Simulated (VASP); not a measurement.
A run of VASP 6.6.1:

File INCAR:

```
  ALGO = Normal
  EDIFF = 1E-6
  EDIFFG = -0.01
  ENCUT = 600
  GGA = PE
  IBRION = 2
  ISIF = 3
  ISMEAR = 0
  KPAR = 2
  LASPH = T
  LCHARG = F
  LREAL = F
  LWAVE = F
  NELM = 80
  NSW = 90
  PREC = Accurate
  SIGMA = 0.03
```

File KPOINTS:

```
k-points
0
Gamma
  8 8 4
```

Contents of POSCAR:

```
CO2
1.0
    2.6359112300     -2.3873781200      0.0000000000
    2.6359112300      2.3873781200      0.0000000000
    0.0000000000      0.0000000000      6.5871749100
C O
2 4
Direct
    0.0000000000      0.0000000000      0.0000000000
    0.5000000000      0.5000000000      0.5000000000
    0.8065085700      0.1934914300      0.8918433900
    0.1934914300      0.8065085700      0.1081566100
    0.6934914300      0.3065085700      0.3918433900
    0.3065085700      0.6934914300      0.6081566100
```

Potentials or basis: VASP PAW PBE potentials, release 64 (C, O).

The run is started by

```bash
$ cat potpaw_PBE.64/C/POTCAR potpaw_PBE.64/O/POTCAR > POTCAR
$ mpirun -np 2 vasp_std > vasp.out
```

Hardware: 2 MPI ranks on Intel(R) Xeon(R) Platinum 8488C (Sapphire Rapids), on a shared host.

How long does it take, and how much memory?

It took 16 min on 2 MPI ranks on Intel(R) Xeon(R) Platinum 8488C (Sapphire Rapids), with other jobs on the host, peak memory 0.25 GiB a rank. Counts: scf iterations 226, k points 63, ion steps 35.
